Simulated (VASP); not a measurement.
# WSe2 in VASP: notebook, part 3 of 3

VASP 6.6.1.

## Step 4: Work function, HSE06

The input, POSCAR:

```
WSe2                                    
1.0
    3.3039886887      0.0000000000      0.0000000000
   -1.6519943444      2.8613381358      0.0000000000
    0.0000000000      0.0000000000     19.3600000000
  Se              W             
     2     1
Direct
     0.6666669999999968    0.3333330000000032    0.4138853156501434
     0.6666669999999968    0.3333330000000032    0.5861146843498566
     0.3333330000000032    0.6666669999999968    0.5000000000000000
```

The input, INCAR.step1:

```
SYSTEM = WSe2
ALGO     = Normal         ! electronic algorithm
DIPOL    = 0.5 0.5 0.500
EDIFF    = 1E-5           ! SCF threshold, eV
ENCUT    = 520            ! plane-wave cutoff, eV
GGA      = PE             ! functional
IDIPOL   = 3            
ISIF     = 2              ! what is computed and relaxed
ISMEAR   = 0              ! smearing method
KPAR     = 4            
LASPH    = .True.         ! aspherical terms in the spheres
LDIPOL   = .True.       
LREAL    = .False.        ! projectors in reciprocal space
LWAVE    = .True.         ! write WAVECAR
NELM     = 100            ! most SCF steps
PREC     = Accurate       ! precision mode
SIGMA    = 0.03           ! smearing width, eV
```

The input, INCAR.step2:

```
SYSTEM = WSe2
ALGO     = Normal         ! electronic algorithm
DIPOL    = 0.5 0.5 0.500
EDIFF    = 1E-6           ! SCF threshold, eV
ENCUT    = 520            ! plane-wave cutoff, eV
GGA      = PE             ! functional
HFSCREEN = 0.2            ! screening, 1/A
IDIPOL   = 3            
ISIF     = 2              ! what is computed and relaxed
ISMEAR   = 0              ! smearing method
ISTART   = 1            
KPAR     = 4            
LASPH    = .True.         ! aspherical terms in the spheres
LCHARG   = .True.         ! write CHGCAR
LDIPOL   = .True.       
LHFCALC  = .True.         ! exact exchange
LREAL    = .False.        ! projectors in reciprocal space
LVACPOTAV= .True.       
LVHAR    = .True.       
LWAVE    = .False.        ! write WAVECAR
NELM     = 100            ! most SCF steps
PREC     = Accurate       ! precision mode
PRECFOCK = Fast         
SIGMA    = 0.03           ! smearing width, eV
```

The input, KPOINTS:

```
k-points
0
Gamma
  6 6 1
  0 0 0
```

Potentials or basis: VASP PAW PBE potentials, release 64 (Se, W_sv).

Launch:

```sh
cat potpaw_PBE.64/Se/POTCAR potpaw_PBE.64/W_sv/POTCAR > POTCAR
cp INCAR.step1 INCAR
mpirun -np 4 vasp_std > vasp.out
cp INCAR.step2 INCAR
mpirun -np 4 vasp_std > vasp.out
```

OUTCAR:

```text
SYSTEM = WSe2
   EDIFF = 1E-6
   ENCUT = 520
   GGA = PE
   HFSCREEN = 0.2
   ISIF = 2
   ISMEAR = 0
   ISTART = 1
   LASPH = .True.
   LHFCALC = .True.
   LREAL = .False.
   NELM = 100
   PREC = Accurate
   PRECFOCK = Fast

 ion  position               nearest neighbor table
   1  0.667  0.333  0.414-   3 2.53   3 2.53   3 2.53
   2  0.667  0.333  0.586-   3 2.53   3 2.53   3 2.53
   3  0.333  0.667  0.500-   1 2.53   2 2.53   1 2.53   2 2.53   1 2.53   2 2.53

  LATTYP: Found a hexagonal cell.
 ALAT       =     3.3039886887
 C/A-ratio  =     5.8595842250

  Lattice vectors:

 A1 = (   3.3039886887,   0.0000000000,   0.0000000000)
 A2 = (  -1.6519943444,   2.8613381358,   0.0000000000)
 A3 = (   0.0000000000,   0.0000000000,  19.3600000000)

Analysis of symmetry for initial positions (statically):
=====================================================================
 Subroutine PRICEL returns:
 Original cell was already a primitive cell.

 Routine SETGRP: Setting up the symmetry group for a
 hexagonal supercell.

 Subroutine GETGRP returns: Found 12 space group operations
 (whereof 12 operations were pure point group operations)
 out of a pool of 24 trial point group operations.

The static configuration has the point symmetry D_3h.

Analysis of symmetry for dynamics (positions and initial velocities):
=====================================================================
 Subroutine PRICEL returns:
 Original cell was already a primitive cell.

 Routine SETGRP: Setting up the symmetry group for a
 hexagonal supercell.

 Subroutine GETGRP returns: Found 12 space group operations
 (whereof 12 operations were pure point group operations)
 out of a pool of 24 trial point group operations.

The dynamic configuration has the point symmetry D_3h.

 Subroutine INISYM returns: Found 12 space group operations
 (whereof 12 operations are pure point group operations),
 and found     1 'primitive' translations

----------------------------------------------------------------------------------------

                                     Primitive cell

  volume of cell :     183.0261

  direct lattice vectors                    reciprocal lattice vectors
     3.303988689  0.000000000  0.000000000     0.302664474  0.174743416  0.000000000
    -1.651994344  2.861338136  0.000000000     0.000000000  0.349486832  0.000000000
     0.000000000  0.000000000 19.360000000     0.000000000  0.000000000  0.051652893

  length of vectors
     3.303988689  3.303988687 19.360000000     0.349486832  0.349486832  0.051652893

  position of ions in fractional coordinates (direct lattice)
     0.666667000  0.333333000  0.413885316
     0.666667000  0.333333000  0.586114684
     0.333333000  0.666667000  0.500000000

  ion indices of the primitive-cell ions
   primitive index   ion index
                 1           1
                 2           2
                 3           3

[... 35 lines left out ...]
   k-points           NKPTS =      7   k-points in BZ     NKDIM =     36   number of bands    NBANDS=     17
   number of dos      NEDOS =    301   number of ions     NIONS =      3
   total plane-waves  NPLWV = 112896
   dimension x,y,z NGX =    28 NGY =   28 NGZ =  144
   dimension x,y,z NGXF=    56 NGYF=   56 NGZF=  288
   ions per type =               2   1
   NGX,Y,Z   is equivalent  to a cutoff of  14.09, 14.09, 12.37 a.u.
   NGXF,Y,Z  is equivalent  to a cutoff of  28.18, 28.18, 24.73 a.u.
 SYSTEM =  WSe2
   PREC   = accura    normal or accurate (medium, high low for compatibility)
   ISTART =      1    job   : 0-new  1-cont  2-samecut
   ICHARG =      0    charge: 1-file 2-atom 10-const
   ISPIN  =      1    spin polarized calculation?
   LNONCOLLINEAR =      F non collinear calculations
   LSORBIT =      F    spin-orbit coupling
   LASPH  =      T    aspherical Exc in radial PAW
   ENCUT  =  520.0 eV  38.22 Ry    6.18 a.u.   6.14  6.14 36.00*2*pi/ulx,y,z
   NELM   =    100;   NELMIN=  2; NELMDL=  0     # of ELM steps
   EDIFF  = 0.1E-05   stopping-criterion for ELM
   LREAL  =      F    real-space projection
   EDIFFG = 0.1E-04   stopping-criterion for IOM
   NSW    =      0    number of steps for IOM
   IBRION =     -1    ionic relax: 0-MD 1-quasi-New 2-CG
   NFREE  =      0    steps in history (QN), initial steepest desc. (CG)
   ISIF   =      2    stress and relaxation
   ISYM   =      3    0-nonsym 1-usesym 2-fastsym
   POTIM  = 0.5000    time-step for ionic-motion
   TEBEG  =    0.0;   TEEND  =   0.0 temperature during run
   PSTRESS=    0.0 pullay stress
   NELECT =      26.0000    total number of electrons
   NUPDOWN=      -1.0000    fix difference up-down
   EMIN   =  10.00;   EMAX   =-10.00  energy-range for DOS
   EFERMI =   0.00;   METHOD = LEGACY
   ISMEAR =     0;   SIGMA  =   0.03  broadening in eV -4-tet -1-fermi 0-gaus
   EFERMI_NEDOS =   21; number of points for ismear=-14 and -15
   IALGO  =     38    algorithm
   IMIX   =      1    mixing-type and parameters
     AMIX     =   0.40;   BMIX     =  1.00
     AMIX_MAG =   1.60;   BMIX_MAG =  1.00
  volume/ion in A,a.u.               =      61.01       411.71
  Fermi-wavevector in a.u.,A,eV,Ry     =   0.854204  1.614211  9.927687  0.729664
  Thomas-Fermi vector in A             =   1.970764
   LORBIT       =      0    0 simple, 1 ext, 2 COOP (PROOUT), +10 PAW based schemes
   GGA     = PE    functional components
   LHFCALC =     T    Hartree Fock is set to
   PRECFOCK=fast      Normal, Fast or Accurate (Low or Medium for compatibility)
   ENCUT4O =  -1.0   cutoff for four orbital integrals eV
   NKREDX  =     1    reduce k-point grid by
   NKREDY  =     1    reduce k-point grid by
   NKREDZ  =     1    reduce k-point grid by
   AEXX    =    0.2500 exact exchange contribution
   HFSCREEN=    0.2000 screening length (either q_TF or 0.3 A-1)
   HFSCREENC=   0.2000 screening length for correlation (either q_TF or 0.3 A-1)
   ENCUTFOCK=  -1.0 apply spherical cutoff to Coloumb kernel
   IVDW    =     0    specifies the selected vdW correction
   LEPSILON=     F    determine dielectric tensor
   LRPA    =     F    only Hartree local field effects (RPA)
 non-spin polarized calculation
 Gauss-broadening in eV      SIGMA  =   0.03
  energy-cutoff  :      520.00
  volume of cell :      183.03
 maximum number of plane-waves:      4974
 NGX is ok and might be reduce to    28
  NGX = 14; NGY = 14; NGZ = 84

 number of electron      25.9999999 magnetization

 dipolmoment           0.000000      0.000000     -0.000000 electrons x Angstroem

 Free energy of the ion-electron system (eV)
  ---------------------------------------------------
  ext. energy  EPLUGINS =         0.00000000
  ---------------------------------------------------
  free energy    TOTEN  =       -25.85439098 eV

  energy without entropy =      -25.85439098  energy(sigma->0) =      -25.85439098

 E-fermi :  -1.4939     XC(G=0):  -3.3927

 val. band max:       -1.8195312613   @ k =   0.3333   0.3333   0.0000
 cond. band min:       0.2271911486   @ k =   0.3333   0.3333   0.0000
 fundamental gap:      2.0467224099
 Fermi energy:        -1.4939384591

 k-point     1 :       0.0000    0.0000    0.0000
  band No.  band energies     occupation
      1     -79.9280      2.00000
      2     -42.7025      2.00000
      3     -42.5533      2.00000
      4     -42.5533      2.00000
      5     -18.1507      2.00000
      6     -16.7162      2.00000
[... 117 lines left out ...]
      4     -42.6420      2.00000
      5     -15.6340      2.00000
      6     -15.5043      2.00000
[... 9 lines left out ...]
     16       2.4590      0.00000
     17       4.0860      0.00000

------------------------ aborting loop because EDIFF is reached ----------------------------------------

  FORCE on cell =-STRESS in cart. coord.  units (eV):
  Direction    XX          YY          ZZ          XY          YZ          ZX
  --------------------------------------------------------------------------------------
  -------------------------------------------------------------------------------------
  Total       -0.8718433     -0.8718433     -0.8934562      0.0000000      0.0000000      0.0000000
  in kB       -7.6319575     -7.6319575     -7.8211525      0.0000000      0.0000000      0.0000000
  external PRESSURE =      -7.6950225 kB  Pullay stress =       0.0000000 kB

 VOLUME and BASIS-vectors are now :
 -----------------------------------------------------------------------------
  energy-cutoff  :      520.00
  volume of cell :      183.03
      direct lattice vectors                 reciprocal lattice vectors
     3.303988689  0.000000000  0.000000000     0.302664474  0.174743416  0.000000000
    -1.651994344  2.861338136  0.000000000     0.000000000  0.349486832  0.000000000
     0.000000000  0.000000000 19.360000000     0.000000000  0.000000000  0.051652893

 POSITION                                       TOTAL-FORCE (eV/Angst)
 -----------------------------------------------------------------------------------
      1.65200      0.95378      8.01282         0.000000     -0.000000      0.265536
      1.65200      0.95378     11.34718         0.000000     -0.000000     -0.265536
     -0.00000      1.90756      9.68000        -0.000000      0.000000      0.000000
 -----------------------------------------------------------------------------------
    total drift:                                0.000770     -0.000403     -0.000000

  FREE ENERGIE OF THE ION-ELECTRON SYSTEM (eV)
  ---------------------------------------------------
  free  energy   TOTEN  =       -25.8543909813 eV

  energy  without entropy=      -25.8543909813  energy(sigma->0) =      -25.85439098

 vacuum level on the upper side and lower side of the slab         3.676         3.676
```

Wall time 1.9 min (4 MPI ranks of Intel Xeon Platinum 8559C (Emerald Rapids), shared host); peak memory 0.4 GiB.

What came out:

| Property | Result |
| --- | --- |
| Free energy | -25.8544 eV |
| Largest force | 0.266 eV/Å |
| Band gap on the k mesh | 2.05 eV, direct |
| Ionisation potential of the upper face | 5.50 eV |

Forces on the atoms (eV/Å):
```
Se   0.000  0.000  0.266
Se   0.000  0.000 -0.266
W    0.000  0.000  0.000
```

Levels at points of the mesh, in eV from the valence-band top:
| k point | band 10 | band 11 | band 12 | band 13 | band 14 | band 15 | band 16 | band 17 |
| --- | --- | --- | --- | --- | --- | --- | --- | --- |
| (0.00, 0.00, 0.00) | -2.49 | -1.43 | -1.43 | -0.37 | 3.63 | 3.63 | 3.81 | 3.81 |
| (0.50, 0.00, 0.00) | -3.43 | -2.48 | -1.19 | -1.17 | 3.03 | 3.44 | 4.51 | 5.22 |

Caveat: the PAW data sets were made with another functional, which shifts forces and pressure a little; spin-orbit coupling is left out, which moves the levels of the heavy elements.

## Step 5: Overview

```tsv
level	spin	k mesh	grid for exact exchange (PRECFOCK)	screening parameter	gap on the mesh (eV)	largest force (eV/Å)
PBEsol	off	12 × 12 × 1	-	-	1.57	0.07
PBEsol	non-collinear, zero start, SOC	12 × 12 × 1	-	-	-	0.04
HSE06	off	6 × 6 × 1	Fast	0.2 1/A	2.05	0.27
```

Alike in all rows: task work function; potentials or basis VASP PAW PBE potentials, release 64 (Se, W_sv); cell as given; cutoff (eV) 520; smearing gaussian 0.03 eV.

Caveats: the PAW data sets were made with another functional, which shifts forces and pressure a little; spin-orbit coupling is left out, which moves the levels of the heavy elements (some runs).

Total energies depend on the potentials used, so only differences within one code and one set of settings carry meaning.
